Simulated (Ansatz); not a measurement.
Here is an Ansatz 0.2.0 calculation.

File input.yaml:

```yaml
crystal:
  lattice:
    - [3.32457979, 0.0, 0.0]
    - [0.0, 3.32457979, 0.0]
    - [0.0, 0.0, 4.86781975]
  atoms:
    - { symbol: Mn, position: [-0.001871, 0.000904, -0.004349], spin: 4.0 }
    - { symbol: Mn, position: [0.499663, 0.506998, 0.001705], spin: 4.0 }
    - { symbol: O, position: [0.50525, -0.003742, 0.267621] }
    - { symbol: O, position: [-0.00208, 0.500326, 0.725331] }
hamiltonian:
  xc: pbe
  pseudopotentials: { kind: paw }
magnetization:
  spin_polarized: true
kpoints:
  mp_grid: { grid: [8, 8, 6] }
scf:
  occupations: { method: fermi_dirac, width: 0.05 }
output:
  forces: true
  stress: true
  eigenvalues: true
  write_density: true
  write_potential: true
  elf: true
  volumetric_format: npy
```

Potentials or basis: Ansatz PAW.

Launch:

```bash
$ ansatz run input.yaml --threads 2 --pin off --max-ram 5120MiB --backend cpu --events-out ev --progress --plain --runs-dir out
```

Question: Predict the net moment.

Answer: 0.00 μB per cell.

Question: Estimate the largest force.

Answer: 3.283 eV/Å.

Question: What does it give for the site moments?

Answer: Mn -3.06, +3.04; O +0.00, -0.00 μB.

Question: Predict the pressure.

Answer: -4.9 GPa.

Forces on the atoms (eV/Å):
```
Mn   0.039  0.097 -0.130
Mn  -0.014 -0.168 -0.054
O   -0.037  0.053 -3.099
O    0.011  0.018  3.283
```

Caveat: the pressure holds a Pulay correction of +0.5 GPa for the finite cutoff; the starting moments weren't kept.
